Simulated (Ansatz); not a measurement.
RbCl:

```
Rb Cl
1.0
     0.00000    3.27400    3.27400
     3.27400    0.00000    3.27400
     3.27400    3.27400    0.00000
Rb Cl
1 1
Cartesian
  0.0000 0.0000 0.0000
  3.2740 3.2740 3.2740
```

```yaml
Program: Ansatz 0.2.0
Task: single point
Functional: PBE
Potentials_or_basis: Ansatz PAW
Cutoff: "420 eV (not typed: the program's choice for these potentials)"
k_mesh: 7 × 7 × 7
Occupations: fermi-dirac, width 0.05 eV
Spin: no spin polarisation
```

On this cell: pressure 1.2 GPa; largest force zero by symmetry; band gap on the k mesh 5.05 eV, direct.

The same run follows on a disturbed copy (atoms moved at random, drawn with an rms of 0.05 Å):

```
Rb Cl
1.0
     0.00000    3.27400    3.27400
     3.27400    0.00000    3.27400
     3.27400    3.27400    0.00000
Rb Cl
1 1
Direct
  0.98821 0.00202 0.00602
  0.48568 0.49733 0.50592
```

Q: What does the disturbed cell give?

A: The energy moves by +0.3 meV/atom; pressure 1.2 GPa; largest force 0.040 eV/Å; band gap on the k mesh 5.05 eV, direct.

Forces on the atoms (eV/Å):
```
Rb  -0.021 -0.012 -0.032
Cl   0.021  0.012  0.032
```

Caveats: odd divisions of the mesh miss points on the zone boundary, where band edges often lie, so the gap on the mesh can be too wide.

A k mesh can miss the band edges.
